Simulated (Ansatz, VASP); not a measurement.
SrTiO3 in VASP and in Ansatz

Contents of INCAR:

```
SYSTEM = SrTiO3
  PREC = Accurate
  ENCUT = 520
  EDIFF = 1E-7
  ISMEAR = 0
  SIGMA = 0.05
  LREAL = .False.
  LASPH = .True.
  NELM = 100
  ALGO = Normal
  ISIF = 2
  LWAVE = .False.
  LCHARG = .True.
  GGA = PS
  LELF = .True.
  LVHAR = .True.
  NBANDS = 28
```

Contents of KPOINTS:

```
regular mesh
0
Gamma
  8 8 8
  0 0 0
```

File POSCAR:

```
SrTiO3
1.0
    3.8913815400      0.0000000000      0.0000000000
    0.0000000000      3.8913815400      0.0000000000
    0.0000000000      0.0000000000      3.8913815400
Sr Ti O
1 1 3
Direct
    0.0133813282      0.0000000000      0.0000000000
    0.4808037328      0.5000000000      0.5000000000
   -0.0038788005      0.5000000000      0.5000000000
    0.4940137721      0.0000000000      0.5000000000
    0.4940137721      0.5000000000      0.0000000000
```

Input for Ansatz:

```yaml
crystal:
  lattice:
    - [3.89138154, 0.0, 0.0]
    - [0.0, 3.89138154, 0.0]
    - [0.0, 0.0, 3.89138154]
  atoms:
    - { symbol: Sr, position: [0.0133813282, 0.0, 0.0] }
    - { symbol: Ti, position: [0.4808037328, 0.5, 0.5] }
    - { symbol: O, position: [-0.0038788005, 0.5, 0.5] }
    - { symbol: O, position: [0.4940137721, 0.0, 0.5] }
    - { symbol: O, position: [0.4940137721, 0.5, 0.0] }
basis:
  ecutwfc: 520.0
kpoints:
  mp_grid: { grid: [8, 8, 8] }
hamiltonian:
  xc: pbesol
  pseudopotentials: { kind: paw, azcp: { folder: soft_1 } }
scf:
  occupations: { method: gaussian, width: 0.05 }
output:
  forces: true
  stress: true
  eigenvalues: true
```

Change from the starting cell: mode 1 frozen in at +0.000 Å and mode 7 at -0.075 Å (largest displacements).

Alike in both runs: task single point; functional PBEsol; k mesh 8 × 8 × 8; occupations gaussian, width 0.05 eV; no spin polarisation.

```csv
,VASP,Ansatz
version,VASP 6.6.1,Ansatz 0.2.0
potentials or method,"VASP PAW PBE potentials, release 64 (Sr_sv, Ti_sv, O)","scalar-relativistic, plane waves, PAW"
plane-wave cutoff (eV),520,520
valence electrons in the cell,40,40
```

Ansatz gave:

* gap on the k mesh at the Fermi level (eV): 1.86
* least direct gap on the mesh (eV): 2.24
* pressure (GPa): 0.5
* largest component of the traceless stress (GPa): 0.31
* rms of the force components (eV/Å): 0.142

Problem. Estimate VASP's values.

Solution. gap on the k mesh at the Fermi level (eV): 1.83; least direct gap on the mesh (eV): 2.22; pressure (GPa): 1.1; largest component of the traceless stress (GPa): 0.32; rms of the force components (eV/Å): 0.150.

Atom by atom the forces differ by 0.011 eV/Å (rms over components). Ansatz warned: «pseudo_functional_mismatch».

Caveats: the PAW data sets were made with another functional, which shifts forces and pressure a little (VASP). A k mesh can miss the band edges.
